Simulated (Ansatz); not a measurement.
The system is SrCl2.

```
Sr Cl
1.0
     0.00000    3.48835    3.48835
     3.48835    0.00000    3.48835
     3.48835    3.48835    0.00000
Sr Cl
1 2
Direct
  0.00000 0.00000 0.00000
  0.75000 0.75000 0.75000
  0.25000 0.25000 0.25000
```

Base run:

- Program: Ansatz 0.2.0
- Functional: RPBE
- Potentials or basis: Ansatz PAW
- Cutoff: 420 eV (not typed: the program's choice for these potentials)
- k mesh: 4 × 4 × 4
- Occupations: fermi-dirac, width 0.05 eV
- Spin: no spin polarisation

Its results: band gap on the k mesh 5.68 eV, indirect (least direct gap 5.74 eV); pressure 3.0 GPa.

The run is repeated on the same cell with these changes: functional from RPBE to LDA. What comes out?

Band gap on the k mesh 4.88 eV, indirect (least direct gap 5.16 eV); pressure -2.8 GPa.

LDA binds more tightly than RPBE, so the same cell stands under less pressure.

Caveats: the PAW data sets come from PBE, with cores solved anew for the run's functional, which leaves a small shift of forces and pressure; the density of states is complete only up to the lowest level of the last band computed.

A k mesh can miss the band edges.
